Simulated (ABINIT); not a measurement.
Crystal: PbF2 (Fluorocronite).

```
Pb F
1.0
     0.00000    2.96366    2.96366
     2.96366    0.00000    2.96366
     2.96366    2.96366    0.00000
Pb F
1 2
Cartesian
  0.0000 0.0000 0.0000
  4.4455 4.4455 4.4455
  1.4818 1.4818 1.4818
```

| Item | Value |
| --- | --- |
| Program | ABINIT 10.8.3 (patched build) |
| Task | relaxation of cell and atoms |
| Functional | PBE |
| Potentials or basis | PseudoDojo NC SR PBE v0.4.1 standard |
| Cutoff | 1143 eV |
| k mesh | 6 × 6 × 6 |
| Occupations | fermi-dirac, width 0.05 eV |
| Spin | no spin polarisation |

At the start: pressure 2.7 GPa; volume 17.35 Å³/atom.

Task: Where does the relaxation end?

Result: Over 4 steps the energy falls by 5.3 meV/atom and the volume is 18.01 Å³/atom (+3.8 %); space group Fm-3m (No. 225, to 0.05 Å).

The path:
```
step  energy change (eV)  largest force (eV/Å)  pressure (GPa)  volume (Å³)
   1              0.0000                0.0000            2.70        52.06
   2             -0.0064                0.0000            2.06        52.49
   3             -0.0159                0.0000            0.10        53.94
   4             -0.0160                0.0000            0.00        54.02
```

Final structure:
```
CELL_PARAMETERS angstrom
0.00000 3.00039 3.00039
3.00039 0.00000 3.00039
3.00039 3.00039 0.00000
ATOMIC_POSITIONS crystal
Pb 0.00000 0.00000 0.00000
F 0.75000 0.75000 0.75000
F 0.25000 0.25000 0.25000
```
